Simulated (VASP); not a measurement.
# Al2O3 (P-3m1) in VASP: reference runs

Reference runs on Al2O3: the cell as given and a disturbed copy.

All numbers are computed with VASP 6.6.1; they aren't measurements. Logs are shortened: lines on timing, memory, paths and dates and some standing lists are left out, and cuts for length are marked.

### Step 1. The crystal as given

The structure is trigonal, space group P-3m1 (No. 164). The conventional cell has a = 3.017 Å, b = 3.017 Å, c = 7.575 Å, α = 90.00°, β = 90.00°, γ = 120.00°. Around Al (site symmetry 3m) lie 4 O at 1.68 to 1.84 Å. O (site symmetry -3m) has 2 Al at 1.68 Å as nearest neighbours. O (site symmetry 3m) is surrounded by 3 Al at 1.84 Å.

Measurements of this composition are mostly on another form, of space group No. 167.

### Step 2. Single point, PBE

INCAR

```
SYSTEM = Al2O3
PREC = Accurate
ENCUT = 520
EDIFF = 1E-7
ISMEAR = -1
SIGMA = 0.05
LREAL = .FALSE.
LASPH = .TRUE.
NELM = 100
ALGO = Normal
ISIF = 2
LWAVE = .FALSE.
LCHARG = .FALSE.
GGA = PE
NBANDS = 20
```

KPOINTS

```
regular mesh
0
G
  10 10 4
  0 0 0
```

POSCAR

```
Al2O3
1.0
    3.0174825440      0.0000000000      0.0000000000
   -1.5087412720      2.6132165386      0.0000000000
    0.0000000000      0.0000000000      7.5746360022
Al O
2 3
Direct
    0.0000000000      0.0000000000      0.7220490000
    0.0000000000      0.0000000000      0.2779510000
    0.0000000000      0.0000000000      0.5000000000
    0.6666666667      0.3333333333      0.8005460000
    0.3333333333      0.6666666667      0.1994540000
```

Potentials or basis: VASP PAW PBE potentials, release 64 (Al, O).

The run is started by

```
$ cat potpaw_PBE.64/Al/POTCAR potpaw_PBE.64/O/POTCAR > POTCAR
$ mpirun -np 1 vasp_std > vasp.out
```

OUTCAR:

```text
SYSTEM = Al2O3
   PREC = Accurate
   ENCUT = 520
   EDIFF = 1E-7
   ISMEAR = -1
   LREAL = .FALSE.
   LASPH = .TRUE.
   NELM = 100
   ISIF = 2
   GGA = PE

 ion  position               nearest neighbor table
   1  0.000  0.000  0.722-   3 1.68   4 1.84   4 1.84   4 1.84   2 3.36
   2  0.000  0.000  0.278-   3 1.68   5 1.84   5 1.84   5 1.84   1 3.36
   3  0.000  0.000  0.500-   1 1.68   2 1.68
   4  0.667  0.333  0.801-   1 1.84   1 1.84   1 1.84
   5  0.333  0.667  0.199-   2 1.84   2 1.84   2 1.84

  LATTYP: Found a hexagonal cell.
 ALAT       =     3.0174825440
 C/A-ratio  =     2.5102501478

  Lattice vectors:

 A1 = (   3.0174825440,   0.0000000000,   0.0000000000)
 A2 = (  -1.5087412720,   2.6132165386,   0.0000000000)
 A3 = (   0.0000000000,   0.0000000000,   7.5746360022)

Analysis of symmetry for initial positions (statically):
=====================================================================
 Subroutine PRICEL returns:
 Original cell was already a primitive cell.

 Routine SETGRP: Setting up the symmetry group for a
 hexagonal supercell.

 Subroutine GETGRP returns: Found 12 space group operations
 (whereof 12 operations were pure point group operations)
 out of a pool of 24 trial point group operations.

The static configuration has the point symmetry D_3d.

Analysis of symmetry for dynamics (positions and initial velocities):
=====================================================================
 Subroutine PRICEL returns:
 Original cell was already a primitive cell.

 Routine SETGRP: Setting up the symmetry group for a
 hexagonal supercell.

 Subroutine GETGRP returns: Found 12 space group operations
 (whereof 12 operations were pure point group operations)
 out of a pool of 24 trial point group operations.

The dynamic configuration has the point symmetry D_3d.

 Subroutine INISYM returns: Found 12 space group operations
 (whereof 12 operations are pure point group operations),
 and found     1 'primitive' translations

----------------------------------------------------------------------------------------

                                     Primitive cell

  volume of cell :      59.7285

  direct lattice vectors                    reciprocal lattice vectors
     3.017482544  0.000000000  0.000000000     0.331402083  0.191335082  0.000000000
    -1.508741272  2.613216539  0.000000000     0.000000000  0.382670163  0.000000000
     0.000000000  0.000000000  7.574636002     0.000000000  0.000000000  0.132019545

  length of vectors
     3.017482544  3.017482544  7.574636002     0.382670163  0.382670163  0.132019545

  position of ions in fractional coordinates (direct lattice)
     0.000000000  0.000000000  0.722049000
     0.000000000  0.000000000  0.277951000
     0.000000000  0.000000000  0.500000000
     0.666666667  0.333333333  0.800546000
     0.333333333  0.666666667  0.199454000

  ion indices of the primitive-cell ions
   primitive index   ion index
                 1           1
                 2           2
                 3           3
                 4           4
                 5           5

----------------------------------------------------------------------------------------

 KPOINTS: regular mesh

Automatic generation of k-mesh.
 Grid dimensions read from file:
 generate k-points for:   10   10    4

 Generating k-lattice:

  Cartesian coordinates                     Fractional coordinates (reciprocal lattice)
     0.033140208  0.019133508  0.000000000     0.100000000  0.000000000  0.000000000
     0.000000000  0.038267016  0.000000000     0.000000000  0.100000000  0.000000000
     0.000000000  0.000000000  0.033004886     0.000000000  0.000000000  0.250000000

  Length of vectors
     0.038267016  0.038267016  0.033004886

  Shift w.r.t. Gamma in fractional coordinates (k-lattice)
     0.000000000  0.000000000  0.000000000

 Subroutine IBZKPT returns following result:
 ===========================================

 Found     50 irreducible k-points:

 Following reciprocal coordinates:
            Coordinates               Weight
  0.000000  0.000000  0.000000      1.000000
  0.100000  0.000000  0.000000      6.000000
  0.200000  0.000000  0.000000      6.000000
  0.300000  0.000000  0.000000      6.000000
  0.400000 -0.000000  0.000000      6.000000
  0.500000  0.000000  0.000000      3.000000
[... 16 lines left out ...]
  0.000000  0.400000  0.250000      6.000000
  0.500000  0.000000  0.250000      6.000000
 [... further k-points ...]
   k-points           NKPTS =     50   k-points in BZ     NKDIM =     50   number of bands    NBANDS=     20
   number of dos      NEDOS =    301   number of ions     NIONS =      5
   total plane-waves  NPLWV =  32256
   dimension x,y,z NGX =    24 NGY =   24 NGZ =   56
   dimension x,y,z NGXF=    48 NGYF=   48 NGZF=  112
   ions per type =               2   3
   NGX,Y,Z   is equivalent  to a cutoff of  13.22, 13.22, 12.29 a.u.
   NGXF,Y,Z  is equivalent  to a cutoff of  26.45, 26.45, 24.58 a.u.
 SYSTEM =  Al2O3
   PREC   = accura    normal or accurate (medium, high low for compatibility)
   ISTART =      0    job   : 0-new  1-cont  2-samecut
   ICHARG =      2    charge: 1-file 2-atom 10-const
   ISPIN  =      1    spin polarized calculation?
   LNONCOLLINEAR =      F non collinear calculations
   LSORBIT =      F    spin-orbit coupling
   LASPH  =      T    aspherical Exc in radial PAW
   ENCUT  =  520.0 eV  38.22 Ry    6.18 a.u.   5.61  5.61 14.08*2*pi/ulx,y,z
   NELM   =    100;   NELMIN=  2; NELMDL= -5     # of ELM steps
   EDIFF  = 0.1E-06   stopping-criterion for ELM
   LREAL  =      F    real-space projection
   EDIFFG = 0.1E-05   stopping-criterion for IOM
   NSW    =      0    number of steps for IOM
   IBRION =     -1    ionic relax: 0-MD 1-quasi-New 2-CG
   NFREE  =      0    steps in history (QN), initial steepest desc. (CG)
   ISIF   =      2    stress and relaxation
   ISYM   =      2    0-nonsym 1-usesym 2-fastsym
   POTIM  = 0.5000    time-step for ionic-motion
   TEBEG  =    0.0;   TEEND  =   0.0 temperature during run
   PSTRESS=    0.0 pullay stress
   NELECT =      24.0000    total number of electrons
   NUPDOWN=      -1.0000    fix difference up-down
   EMIN   =  10.00;   EMAX   =-10.00  energy-range for DOS
   EFERMI =   0.00;   METHOD = LEGACY
   ISMEAR =    -1;   SIGMA  =   0.05  broadening in eV -4-tet -1-fermi 0-gaus
   EFERMI_NEDOS =   21; number of points for ismear=-14 and -15
   IALGO  =     38    algorithm
   IMIX   =      4    mixing-type and parameters
     AMIX     =   0.40;   BMIX     =  1.00
     AMIX_MAG =   1.60;   BMIX_MAG =  1.00
  volume/ion in A,a.u.               =      11.95        80.61
  Fermi-wavevector in a.u.,A,eV,Ry     =   1.208049  2.282882 19.856107  1.459383
  Thomas-Fermi vector in A             =   2.343669
   LORBIT       =      0    0 simple, 1 ext, 2 COOP (PROOUT), +10 PAW based schemes
   GGA     = PE    functional components
   LHFCALC =     F    Hartree Fock is set to
   AEXX    =    0.0000 exact exchange contribution
   IVDW    =     0    specifies the selected vdW correction
   LEPSILON=     F    determine dielectric tensor
   LRPA    =     F    only Hartree local field effects (RPA)
 non-spin polarized calculation
  energy-cutoff  :      520.00
  volume of cell :       59.73
 maximum number of plane-waves:      1632
 NGX is ok and might be reduce to    24
   NGX = 11   NGY = 11   NGZ = 29

 number of electron      24.0000012 magnetization

 Free energy of the ion-electron system (eV)
  ---------------------------------------------------
  ext. energy  EPLUGINS =         0.00000000
  ---------------------------------------------------
  free energy    TOTEN  =       -36.19195444 eV

  energy without entropy =      -36.19195444  energy(sigma->0) =      -36.19195444

 E-fermi :   4.9180     XC(G=0):  -9.7007

 val. band max:        3.8603082880   @ k =   0.0000   0.0000   0.0000
 cond. band min:       6.1465024561   @ k =   0.0000   0.0000   0.0000
 fundamental gap:      2.2861941681
 Fermi energy:         4.9180241578

 k-point     1 :       0.0000    0.0000    0.0000
  band No.  band energies     occupation
      1     -15.7728      2.00000
      2     -15.5828      2.00000
      3     -13.0118      2.00000
      4      -1.9968      2.00000
      5      -0.6364      2.00000
      6       0.1166      2.00000
[... 12 lines left out ...]
     19      15.9123      0.00000
     20      16.2785      0.00000

 k-point     2 :       0.1000    0.0000    0.0000
  band No.  band energies     occupation
      1     -15.6960      2.00000
      2     -15.5148      2.00000
      3     -12.9715      2.00000
      4      -1.9674      2.00000
      5      -0.6018      2.00000
      6      -0.2668      2.00000
[... 12 lines left out ...]
     19      15.9564      0.00000
     20      16.1410      0.00000

 k-point     3 :       0.2000    0.0000    0.0000
  band No.  band energies     occupation
      1     -15.4856      2.00000
      2     -15.3312      2.00000
      3     -12.8654      2.00000
      4      -2.0672      2.00000
      5      -1.2507      2.00000
      6      -0.7189      2.00000
[... 12 lines left out ...]
     19      15.8474      0.00000
     20      16.6491      0.00000

 k-point     4 :       0.3000    0.0000    0.0000
  band No.  band energies     occupation
      1     -15.2033      2.00000
      2     -15.0918      2.00000
      3     -12.7337      2.00000
      4      -2.6221      2.00000
      5      -2.2091      2.00000
      6      -0.7132      2.00000
[... 429 lines left out ...]
 k-point    23 :       0.0000    0.4000    0.2500
  band No.  band energies     occupation
      1     -14.9337      2.00000
      2     -14.9060      2.00000
      3     -12.6276      2.00000
      4      -3.2552      2.00000
      5      -2.8382      2.00000
      6      -0.6374      2.00000
[... 12 lines left out ...]
     19      15.2584      0.00000
     20      16.9769      0.00000

 k-point    24 :       0.5000    0.0000    0.2500
  band No.  band energies     occupation
      1     -14.8403      2.00000
      2     -14.8154      2.00000
      3     -12.5891      2.00000
      4      -3.4756      2.00000
      5      -3.0992      2.00000
      6      -0.5420      2.00000
[... 12 lines left out ...]
     19      15.0935      0.00000
     20      17.1234      0.00000

 [... further k-points ...]

------------------------ aborting loop because EDIFF is reached ----------------------------------------

  FORCE on cell =-STRESS in cart. coord.  units (eV):
  Direction    XX          YY          ZZ          XY          YZ          ZX
  --------------------------------------------------------------------------------------
  -------------------------------------------------------------------------------------
  Total       -0.2653081     -0.2653081     -0.0787329      0.0000000      0.0000000     -0.0000000
  in kB       -7.1167088     -7.1167088     -2.1119554      0.0000000      0.0000000     -0.0000000
  external PRESSURE =      -5.4484577 kB  Pullay stress =       0.0000000 kB

 VOLUME and BASIS-vectors are now :
 -----------------------------------------------------------------------------
  energy-cutoff  :      520.00
  volume of cell :       59.73
      direct lattice vectors                 reciprocal lattice vectors
     3.017482544  0.000000000  0.000000000     0.331402083  0.191335082  0.000000000
    -1.508741272  2.613216539  0.000000000     0.000000000  0.382670163  0.000000000
     0.000000000  0.000000000  7.574636002     0.000000000  0.000000000  0.132019545

 POSITION                                       TOTAL-FORCE (eV/Angst)
 -----------------------------------------------------------------------------------
      0.00000      0.00000      5.46926        -0.000000      0.000000     -0.075775
      0.00000      0.00000      2.10538         0.000000      0.000000      0.075775
      0.00000      0.00000      3.78732        -0.000000     -0.000000      0.000000
      1.50874      0.87107      6.06384         0.000000     -0.000000     -0.091269
     -0.00000      1.74214      1.51079         0.000000     -0.000000      0.091269
 -----------------------------------------------------------------------------------
    total drift:                                0.000000      0.000000     -0.000000

  FREE ENERGIE OF THE ION-ELECTRON SYSTEM (eV)
  ---------------------------------------------------
  free  energy   TOTEN  =       -36.1919544412 eV

  energy  without entropy=      -36.1919544411  energy(sigma->0) =      -36.19195444
```

Wall time 73 s (1 thread of AMD EPYC 7R43 (Zen 3), shared host); peak memory 0.16 GiB.

What came out:

```
Free energy            : -36.1920 eV
Pressure               : -0.5 GPa
Largest force          : 0.091 eV/Å
Band gap on the k mesh : 2.29 eV, direct
```

Forces on the atoms (eV/Å):
```
Al   0.000  0.000 -0.076
Al   0.000  0.000  0.076
O    0.000  0.000  0.000
O    0.000  0.000 -0.091
O    0.000  0.000  0.091
```

A k mesh can miss the band edges. A hybrid or GW would open this gap; PBE tends to underestimate it.

### Step 3. Single point, PBE (atoms moved at random, drawn with an rms of 0.05 Å)

INCAR

```
  ALGO = Normal
  EDIFF = 1E-7
  ENCUT = 520
  GGA = PE
  ISIF = 2
  ISMEAR = -1
  LASPH = True
  LCHARG = False
  LREAL = False
  LWAVE = False
  NBANDS = 20
  NELM = 60
  PREC = Accurate
  SIGMA = 0.05
```

KPOINTS

```
k-points
0
Gamma
  10 10 4
```

POSCAR

```
Al2O3
1.0
    3.0174825440      0.0000000000      0.0000000000
   -1.5087412720      2.6132165386      0.0000000000
    0.0000000000      0.0000000000      7.5746360022
Al O
2 3
Direct
    0.0009790000     -0.0001850000      0.7170710000
    0.0085840000      0.0097380000      0.2834640000
    0.0001340000     -0.0061260000      0.5013370000
    0.6881470000      0.3321920000      0.8015020000
    0.3290910000      0.6670400000      0.1962720000
```

Potentials or basis: VASP PAW PBE potentials, release 64 (Al, O).

The run is started by

```
$ cat potpaw_PBE.64/Al/POTCAR potpaw_PBE.64/O/POTCAR > POTCAR
$ mpirun -np 1 vasp_std > vasp.out
```

Wall time 4.3 min (1 thread of AMD EPYC 7R43 (Zen 3), shared host); peak memory 0.28 GiB.

Results (log left out):

* Free energy: -36.0666 eV
* Pressure: 1.4 GPa
* Largest force: 2.322 eV/Å
* Band gap on the k mesh: 2.97 eV, direct

Forces on the atoms (eV/Å):
```
Al   0.725 -0.108  2.203
Al  -0.237 -0.237 -1.843
O    0.023 -0.029 -0.660
O   -0.770  0.118 -0.637
O    0.259  0.255  0.936
```

Stress tensor (GPa, compression positive):
```
-2.86 -1.52 -2.02
-1.52 -2.55 -0.27
-2.02 -0.27  9.63
```

Levels at points of the mesh, in eV from the valence-band top:
```
           k point  band 9  band 10  band 11  band 12  band 13  band 14  band 15  band 16
(0.00, 0.00, 0.00)   -2.69    -1.80    -0.02     0.00     2.97     4.89     7.90    10.93
(0.50, 0.00, 0.00)   -3.26    -2.37    -1.39    -0.48     5.18     6.88     8.83     9.97
(0.00, 0.50, 0.00)   -3.32    -2.35    -1.37    -0.47     5.17     6.82     8.84     9.80
(0.50, 0.50, 0.00)   -3.33    -2.34    -1.37    -0.48     5.19     6.77     8.88     9.64
(0.00, 0.00, 0.50)   -2.69    -2.57    -0.02     0.00     3.87     3.98     8.50     9.49
(0.50, 0.00, 0.50)   -3.15    -2.56    -1.32    -0.47     5.56     6.37     8.63     9.67
(0.00, 0.50, 0.50)   -3.22    -2.58    -1.26    -0.47     5.52     6.35     8.60     9.62
(0.50, 0.50, 0.50)   -3.24    -2.60    -1.22    -0.47     5.50     6.34     8.60     9.57
```
